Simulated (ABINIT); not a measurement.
A run of ABINIT 10.8.3 (patched build) is set up as follows.

run.abi

```
ndtset 7
getwfk -1
scalecart1 3*0.9795861087
scalecart2 3*0.9864848297
scalecart3 3*0.9932883884
scalecart4 3*1.0000000000
scalecart5 3*1.0066227096
scalecart6 3*1.0131594038
scalecart7 3*1.0196128224

pp_dirpath "./"
pseudos "Ca.LDA_PW-JTH.xml, O.LDA_PW-JTH.xml"

acell 3*1.0 Angstrom
rprim
     0.0000000000     2.4035556960     2.4035556960
     2.4035556960     0.0000000000     2.4035556960
     2.4035556960     2.4035556960     0.0000000000
ntypat 2
znucl 20 8
natom 2
typat 1 2
xred
     0.0000000000     0.0000000000     0.0000000000
     0.5000000000     0.5000000000     0.5000000000

ecut 29.0
pawecutdg 51.0

kptopt 1
ngkpt 10 10 10
nshiftk 1
shiftk 0.0 0.0 0.0

ixc 7

nband 12
occopt 3
tsmear 0.00183747

nstep 100
tolvrs 1.0e-9

iomode 3
prtwf 1
prtden 0
prteig 0
prtebands 0
enunit 1
```

Potentials or basis: JTH PAW LDA v2.0.

The run is started by

```sh
$ abinit run.abi > log 2>&1
```

(1) Predict the bulk modulus.

(2) Estimate the equilibrium volume.

Answers

(1) 129 GPa (rough).

(2) 13.04 Å³/atom (rough: see the caveat).

Caveat: pressures at fixed basis lie under the slope of the energies; the minimum lies outside the volumes run.
